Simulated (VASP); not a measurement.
# Nb in VASP: a series of runs

Aim: see how the results for Nb move with the level of theory and the settings. Levels: PBE+D4, revPBE+U. Tasks: relaxation of the atoms, single point.

Program: VASP 6.6.1. These are calculated values, not measurements. Logs are shortened: lines on timing, memory, paths and dates and some standing lists are left out, and cuts for length are marked.

## 1. The sheet as given

The cell holds a sheet with vacuum, 1 atom: a = 2.559 Å, b = 2.559 Å, c = 23.800 Å, α = 90.00°, β = 90.00°, γ = 90.00°.

The cell was built by a generator and needn't be a form met in nature.

## 2. Relaxation of the atoms, PBE+D4

Contents of INCAR:

```
  PREC = Accurate
  ENCUT = 520
  EDIFF = 1E-6
  ISMEAR = 0
  SIGMA = 0.05
  LREAL = F
  LASPH = T
  NELM = 60
  ALGO = Normal
  ISIF = 2
  LWAVE = F
  LCHARG = F
  LDIPOL = T
  IDIPOL = 3
  DIPOL = 0.5 0.5 0.294
  GGA = PE
  IVDW = 13
  IBRION = 2
  NSW = 60
  EDIFFG = -0.01
```

Contents of KPOINTS:

```
Automatic mesh
0
Gamma
  10 10 1
```

Contents of POSCAR:

```
Nb
1.0
    2.5586800000      0.0000000000      0.0000000000
    0.0000000000      2.5586100000      0.0000000000
    0.0000000000      0.0000000000     23.8000000000
Nb
1
Selective dynamics
Direct
    0.0000000000      0.5000000000      0.2941200000  F F F
```

Potentials or basis: VASP PAW PBE potentials, release 64 (Nb_sv).

Run with:

```bash
> cat potpaw_PBE.64/Nb_sv/POTCAR > POTCAR
> mpirun -np 1 vasp_std > vasp.out
```

OUTCAR:

```text
PREC = Accurate
   ENCUT = 520
   EDIFF = 1E-6
   ISMEAR = 0
   LREAL = F
   LASPH = T
   NELM = 60
   ISIF = 2
   GGA = PE
   IVDW = 13
   IBRION = 2
   NSW = 60
   EDIFFG = -0.01

 ion  position               nearest neighbor table
   1  0.000  0.500  0.294-

  LATTYP: Found a simple orthorhombic cell.
 ALAT       =     2.5586100000
 B/A-ratio  =     1.0000273586
 C/A-ratio  =     9.3019256549

  Lattice vectors:

 A1 = (   0.0000000000,  -2.5586100000,   0.0000000000)
 A2 = (   2.5586800000,   0.0000000000,   0.0000000000)
 A3 = (   0.0000000000,   0.0000000000,  23.8000000000)

Analysis of symmetry for initial positions (statically):
=====================================================================
 Subroutine PRICEL returns:
 Original cell was already a primitive cell.

 Routine SETGRP: Setting up the symmetry group for a
 simple orthorhombic supercell.

 Subroutine GETGRP returns: Found  8 space group operations
 (whereof  4 operations were pure point group operations)
 out of a pool of  8 trial point group operations.

The static configuration has the point symmetry C_2v.
 The point group associated with its full space group is D_2h.

Analysis of symmetry for dynamics (positions and initial velocities):
=====================================================================
 Subroutine PRICEL returns:
 Original cell was already a primitive cell.

 Routine SETGRP: Setting up the symmetry group for a
 simple orthorhombic supercell.

 Subroutine GETGRP returns: Found  8 space group operations
 (whereof  4 operations were pure point group operations)
 out of a pool of  8 trial point group operations.

The dynamic configuration has the point symmetry C_2v.
 The point group associated with its full space group is D_2h.

Analysis of constrained symmetry for selective dynamics:
=====================================================================
 Subroutine PRICEL returns:
 Original cell was already a primitive cell.

 Routine SETGRP: Setting up the symmetry group for a
 simple orthorhombic supercell.

 Subroutine GETGRP returns: Found  8 space group operations
 (whereof  4 operations were pure point group operations)
 out of a pool of  8 trial point group operations.

The constrained configuration has the point symmetry C_2v.
 The point group associated with its full space group is D_2h.

 Subroutine INISYM returns: Found  8 space group operations
 (whereof  4 operations are pure point group operations),
 and found     1 'primitive' translations

[... 111 lines left out ...]
     AMIX     =   0.40;   BMIX     =  1.00
     AMIX_MAG =   1.60;   BMIX_MAG =  1.00
  volume/ion in A,a.u.               =     155.81      1051.46
  Fermi-wavevector in a.u.,A,eV,Ry     =   0.715358  1.351831  6.962611  0.511737
  Thomas-Fermi vector in A             =   1.803498
   LORBIT       =      0    0 simple, 1 ext, 2 COOP (PROOUT), +10 PAW based schemes
   GGA     = PE    functional components
   LHFCALC =     F    Hartree Fock is set to
   AEXX    =    0.0000 exact exchange contribution
   IVDW    =    13    specifies the selected vdW correction
   LEPSILON=     F    determine dielectric tensor
   LRPA    =     F    only Hartree local field effects (RPA)
 conjugate gradient relaxation of ions
 non-spin polarized calculation
 Gauss-broadening in eV      SIGMA  =   0.05
  energy-cutoff  :      520.00
  volume of cell :      155.81
 maximum number of plane-waves:      4245
 NGX is ok and might be reduce to    20
   NGX =  9   NGY =  9   NGZ = 89

 dipolmoment           0.000000      0.000000     -0.000005 electrons x Angstroem

 number of electron      12.9999999 magnetization

 dipolmoment           0.000000      0.000000      0.000002 electrons x Angstroem

 Free energy of the ion-electron system (eV)
  ---------------------------------------------------
  ext. energy  EPLUGINS =         0.00000000
  ---------------------------------------------------
  free energy    TOTEN  =        -7.81885391 eV

  energy without entropy =       -7.81694491  energy(sigma->0) =       -7.81789941

 E-fermi :  -2.8877     XC(G=0):  -2.2454

 val. band max:       -2.9147551150   @ k =   0.0000   0.3000   0.0000
 cond. band min:      -2.8445955520   @ k =   0.3000   0.1000   0.0000
 fundamental gap:      0.0701595630
 Fermi energy:        -2.8877225587

 k-point     1 :       0.0000    0.0000    0.0000
  band No.  band energies     occupation
      1     -57.6840      2.00000
      2     -33.7369      2.00000
      3     -32.4961      2.00000
      4     -32.4959      2.00000
      5      -6.9795      2.00000
      6      -5.9590      2.00000
      7      -4.0137      2.00000
      8      -2.1629      0.00000
      9       1.1756      0.00000
     10       1.6015      0.00000
[... 287 lines left out ...]
 k-point    24 :       0.5000    0.3000    0.0000
  band No.  band energies     occupation
      1     -57.1251      2.00000
      2     -34.5381      2.00000
      3     -33.7232      2.00000
      4     -33.2641      2.00000
      5      -5.8431      2.00000
      6      -4.1499      2.00000
      7      -2.2058      0.00000
      8      -0.4818      0.00000
      9       0.7763      0.00000
     10       4.4698      0.00000

 [... further k-points ...]

------------------------ aborting loop because EDIFF is reached ----------------------------------------

 vacuum level on the upper side and lower side of the slab       (xc-potential included)        -0.008        -0.008

  DFT-D4 for vdW energy calculation

  Edisp (eV):   -0.11901

  FORCE on cell =-STRESS in cart. coord.  units (eV):
  Direction    XX          YY          ZZ          XY          YZ          ZX
  --------------------------------------------------------------------------------------
  -------------------------------------------------------------------------------------
  Total      -0.29094    -0.29054    -0.01401     0.00000     0.00000     0.00000
  in kB      -2.99166    -2.98763    -0.14404     0.00000     0.00000     0.00000
  external pressure =       -2.04 kB  Pullay stress =        0.00 kB

 VOLUME and BASIS-vectors are now :
 -----------------------------------------------------------------------------
  energy-cutoff  :      520.00
  volume of cell :      155.81
      direct lattice vectors                 reciprocal lattice vectors
     2.558680000  0.000000000  0.000000000     0.390826520  0.000000000  0.000000000
     0.000000000  2.558610000  0.000000000     0.000000000  0.390837212  0.000000000
     0.000000000  0.000000000 23.800000000     0.000000000  0.000000000  0.042016807

 POSITION                                       TOTAL-FORCE (eV/Angst)
 -----------------------------------------------------------------------------------
      0.00000      1.27930      7.00006         0.000000      0.000000     -0.000000
 -----------------------------------------------------------------------------------
    total drift:                                0.000000      0.000000      0.000034

  FREE ENERGIE OF THE ION-ELECTRON SYSTEM (eV)
  ---------------------------------------------------
  free  energy   TOTEN  =        -7.9378649284 eV

  energy  without entropy=       -7.9359559261  energy(sigma->0) =       -7.93691043

 reached required accuracy - stopping structural energy minimisation

 vacuum level on the upper side and lower side of the slab         1.964         1.964
```

CONTCAR:

```text
Nb
   1.00000000000000
     2.5586799999999998    0.0000000000000000    0.0000000000000000
     0.0000000000000000    2.5586099999999998    0.0000000000000000
     0.0000000000000000    0.0000000000000000   23.8000000000000007
  Nb
     1
Selective dynamics
Direct
     0.0000000000000000    0.5000000000000000    0.2941199999999995   F   F   F

  0.00000000E+00  0.00000000E+00  0.00000000E+00
```

Wall time 40 s (1 thread of Intel Xeon 6975P-C (Granite Rapids), shared host); peak memory 0.26 GiB.

Results:

```yaml
Free_energy: -7.9379 eV
Band_gap_on_the_k_mesh: none (metal or under the smearing width)
Dispersion_energy_per_atom: -0.119 eV
```

Final structure:
```yaml
crystal:
  lattice:
    - [2.55868, 0.00000, 0.00000]
    - [0.00000, 2.55861, 0.00000]
    - [0.00000, 0.00000, 23.80000]
  atoms:
    - { symbol: Nb, position: [0.00000, 0.50000, 0.29412] }
```

Caveat: the relaxation stopped at its first step, so nothing moved.

## 3. Single point, revPBE+U (cell strained at random at fixed volume)

Contents of INCAR:

```
SYSTEM = Nb
ALGO = Normal
DIPOL = 0.5 0.5 0.297
EDIFF = 1E-6
ENCUT = 600
GGA = RE
IDIPOL = 3
ISIF = 2
ISMEAR = 1
LASPH = .TRUE.
LCHARG = .FALSE.
LDAU = .TRUE.
LDAUJ = 0
LDAUL = 2
LDAUPRINT = 1
LDAUTYPE = 2
LDAUU = 5.3
LDIPOL = .TRUE.
LMAXMIX = 4
LREAL = .FALSE.
LWAVE = .FALSE.
NBANDS = 12
NELM = 80
PREC = Accurate
SIGMA = 0.02
```

Contents of KPOINTS:

```
k-points
0
G
  7 7 1
  0 0 0
```

Contents of POSCAR:

```
Nb
1.0
    2.5646090000      0.0020700000      0.0245610000
    0.0020700000      2.5335510000     -0.0192880000
    0.2284580000     -0.1794200000     23.9834110000
Nb
1
Direct
    0.0137660000      0.4693930000      0.2965680000
```

Potentials or basis: VASP PAW PBE potentials, release 64 (Nb_sv).

Run with:

```bash
> cat potpaw_PBE.64/Nb_sv/POTCAR > POTCAR
> mpirun -np 1 vasp_std > vasp.out
```

OUTCAR:

```text
SYSTEM = Nb
   EDIFF = 1E-6
   ENCUT = 600
   GGA = RE
   ISIF = 2
   ISMEAR = 1
   LASPH = .TRUE.
   LREAL = .FALSE.
   NELM = 80
   PREC = Accurate

 ion  position               nearest neighbor table
   1  0.014  0.469  0.297-

  LATTYP: Found a triclinic cell.
 ALAT       =     2.5336252646
 B/A-ratio  =     1.4240233836
 C/A-ratio  =     9.5388234451
 COS(alpha) =     0.0011391791
 COS(beta)  =     0.0896994124
 COS(gamma) =     0.7033383035

  Lattice vectors:

 A1 = (  -0.0020700000,  -2.5335510000,   0.0192880000)
 A2 = (  -2.5666790000,  -2.5356210000,  -0.0052730000)
 A3 = (   2.3340810000,  -2.3520610000, -23.9395620000)

Analysis of symmetry for initial positions (statically):
=====================================================================
 Subroutine PRICEL returns:
 Original cell was already a primitive cell.

 Routine SETGRP: Setting up the symmetry group for a
 triclinic supercell.

 Subroutine GETGRP returns: Found  2 space group operations
 (whereof  1 operations were pure point group operations)
 out of a pool of  2 trial point group operations.

The static configuration has the point symmetry C_1 .
 The point group associated with its full space group is S_2 .

Analysis of symmetry for dynamics (positions and initial velocities):
=====================================================================
 Subroutine PRICEL returns:
 Original cell was already a primitive cell.

 Routine SETGRP: Setting up the symmetry group for a
 triclinic supercell.

 Subroutine GETGRP returns: Found  2 space group operations
 (whereof  1 operations were pure point group operations)
 out of a pool of  2 trial point group operations.

The dynamic configuration has the point symmetry C_1 .
 The point group associated with its full space group is S_2 .

 Subroutine INISYM returns: Found  2 space group operations
 (whereof  1 operations are pure point group operations),
 and found     1 'primitive' translations

----------------------------------------------------------------------------------------

[... 165 lines left out ...]

 number of electron      13.0000001 magnetization

 dipolmoment          -0.000000      0.000000     -0.000000 electrons x Angstroem

 Free energy of the ion-electron system (eV)
  ---------------------------------------------------
  ext. energy  EPLUGINS =         0.00000000
  ---------------------------------------------------
  free energy    TOTEN  =        -2.50464670 eV

  energy without entropy =       -2.50459315  energy(sigma->0) =       -2.50462885

 E-fermi :  -2.7017     XC(G=0):  -2.2697

 val. band max:       -2.7094079759   @ k =   0.1429   0.1429  -0.0000
 cond. band min:      -2.6085579322   @ k =   0.1429   0.0000   0.0000
 fundamental gap:      0.1008500437
 Fermi energy:        -2.7016848199

 k-point     1 :       0.0000    0.0000    0.0000
  band No.  band energies     occupation
      1     -58.3647      2.00000
      2     -34.5134      2.00000
      3     -33.0840      2.00000
      4     -32.9810      2.00000
      5      -7.1477      2.00000
      6      -6.0979      2.00000
      7      -3.3647      2.00000
      8      -2.2950      0.00000
      9       1.6252      0.00000
     10       1.7104      0.00000
     11       1.8457      0.00000
     12       1.8906      0.00000
[... 331 lines left out ...]
 k-point    24 :      -0.2857    0.4286    0.0000
  band No.  band energies     occupation
      1     -57.8207      2.00000
      2     -35.0838      2.00000
      3     -34.1756      2.00000
      4     -34.0595      2.00000
      5      -5.0048      2.00000
      6      -3.8147      2.00000
      7      -1.6120      0.00000
      8       0.0855      0.00000
      9       0.1906      0.00000
     10       3.7941      0.00000
     11       5.8273      0.00000
     12       7.6562      0.00000

 [... further k-points ...]

------------------------ aborting loop because EDIFF is reached ----------------------------------------

 vacuum level on the upper side and lower side of the slab       (xc-potential included)        -0.009        -0.009

  FORCE on cell =-STRESS in cart. coord.  units (eV):
  Direction    XX          YY          ZZ          XY          YZ          ZX
  --------------------------------------------------------------------------------------
  -------------------------------------------------------------------------------------
  Total        3.0555228      4.0029855     -0.0101873      0.0191087     -0.0304789      0.0293026
  in kB       31.4194837     41.1621009     -0.1047542      0.1964916     -0.3134100      0.3013141
  external PRESSURE =      24.1589435 kB  Pullay stress =       0.0000000 kB

 VOLUME and BASIS-vectors are now :
 -----------------------------------------------------------------------------
  energy-cutoff  :      600.00
  volume of cell :      155.81
      direct lattice vectors                 reciprocal lattice vectors
     2.564609000  0.002070000  0.024561000     0.389958866 -0.000346909 -0.003717214
     0.002070000  2.533551000 -0.019288000    -0.000346911  0.394725718  0.002956249
     0.228458000 -0.179420000 23.983411000    -0.000399629  0.000317803  0.041701671

 POSITION                                       TOTAL-FORCE (eV/Angst)
 -----------------------------------------------------------------------------------
      0.10403      1.13605      7.10400        -0.000000      0.000000      0.000000
 -----------------------------------------------------------------------------------
    total drift:                                0.000002     -0.000003     -0.000003

  FREE ENERGIE OF THE ION-ELECTRON SYSTEM (eV)
  ---------------------------------------------------
  free  energy   TOTEN  =        -2.5046467037 eV

  energy  without entropy=       -2.5045931509  energy(sigma->0) =       -2.50462885

 vacuum level on the upper side and lower side of the slab         2.011         2.011
```

OSZICAR:

```text
N       E                     dE             d eps       ncg     rms          rms(c)
DAV:   1     0.841826772382E+02    0.84183E+02   -0.70315E+03   864   0.852E+02
DAV:   2     0.726577427620E+01   -0.76917E+02   -0.71487E+02   828   0.258E+02
DAV:   3    -0.198252298780E+01   -0.92483E+01   -0.89236E+01  1016   0.619E+01
DAV:   4    -0.265347959752E+01   -0.67096E+00   -0.65923E+00   808   0.164E+01
[... 22 lines left out ...]
DAV:  27    -0.250463685621E+01   -0.11822E-04   -0.13759E-05   640   0.327E-02    0.357E-03
DAV:  28    -0.250464036414E+01   -0.35079E-05   -0.31393E-06   764   0.167E-02    0.193E-03
DAV:  29    -0.250464345014E+01   -0.30860E-05   -0.52230E-07   560   0.779E-03    0.126E-03
DAV:  30    -0.250464631062E+01   -0.28605E-05   -0.47623E-07   580   0.627E-03    0.174E-03
DAV:  31    -0.250464670366E+01   -0.39304E-06   -0.11263E-07   584   0.286E-03
   1 F= -.25046467E+01 E0= -.25046289E+01  d E =-.535528E-04
```

stdout:

```text
POSCAR found type information on POSCAR Nb
 POSCAR found :  1 types and       1 ions
 scaLAPACK will be used
 -----------------------------------------------------------------------------
|                                                                             |
|                                                                             |
|     You enforced a specific xc type in the INCAR file but a different       |
|     I HOPE YOU KNOW WHAT YOU ARE DOING!                                     |
|                                                                             |
 -----------------------------------------------------------------------------

 LDA part: xc-table for (Slater+PW92), standard interpolation
 POSCAR, INCAR and KPOINTS ok, starting setup
 FFT: planning ... GRIDC
 FFT: planning ... GRID_SOFT
 FFT: planning ... GRID
 WAVECAR not read
 entering main loop
```

Run time: 54 s. Hardware: 1 thread of Intel Xeon 6975P-C (Granite Rapids), shared host; peak memory 0.27 GiB.

These settings aren't checked as converged (typed here: ENCUT = 600; k = 7 × 7 × 1; ISMEAR = 1; SIGMA = 0.02): the numbers below hold their error.

What came out:

```
Free energy            : -2.5046 eV
Band gap on the k mesh : none (metal or under the smearing width)
```

Caveat: the PAW data sets were made with another functional, which shifts forces and pressure a little; U without spin polarisation on a metal has little footing; the U is typed as a test and isn't derived for this compound.
